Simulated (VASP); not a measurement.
Here is a VASP 6.6.1 calculation.

INCAR

```
SYSTEM = CdTe
ALGO = Normal
EDIFF = 1E-6
ENCUT = 500
GGA = PE
GGA_COMPAT = .False.
ISIF = 2
ISMEAR = 0
IVDW = 12
LASPH = .True.
LCHARG = .True.
LELF = .True.
LREAL = .False.
LVHAR = .True.
LWAVE = .False.
NBANDS = 16
NELM = 120
PREC = Accurate
SIGMA = 0.1
```

Contents of KPOINTS:

```
k-points
0
Gamma
  6 6 6
  0 0 0
```

POSCAR

```
CdTe
1.0
    0.0000000000      3.2050000000      3.2050000000
    3.2050000000      0.0000000000      3.2050000000
    3.2050000000      3.2050000000      0.0000000000
Cd Te
1 1
Direct
    0.0000000000      0.0000000000      0.0000000000
    0.7500000000      0.7500000000      0.7500000000
```

Potentials or basis: VASP PAW PBE potentials, release 64 (Cd, Te).

Run with:

```bash
$ cat potpaw_PBE.64/Cd/POTCAR potpaw_PBE.64/Te/POTCAR > POTCAR
$ mpirun -np 1 vasp_std > vasp.out
```

Question: What does it give for the dispersion energy per atom?

Answer: -0.355 eV.

Question: Predict the band gap on the k mesh.

Answer: 0.87 eV, direct.

Question: Estimate the pressure.

Answer: 2.4 GPa.

Caveat: spin-orbit coupling is left out, which moves the levels of the heavy elements.

**The experiment to reproduce.**

From a printed reference work, data compilation, for a bulk crystal of CdTe at 0 K: band gap 1.607 eV.

A measured gap of CdTe is 1.607 eV (0 K; a printed reference work, data compilation); the calculated 0.87 eV misses it by -0.73 eV. Spin-orbit coupling on Cd, Te is left out. The value is that of PBE+D3(BJ), without temperature or zero-point motion. Semilocal functionals fall short of measured gaps as a rule.
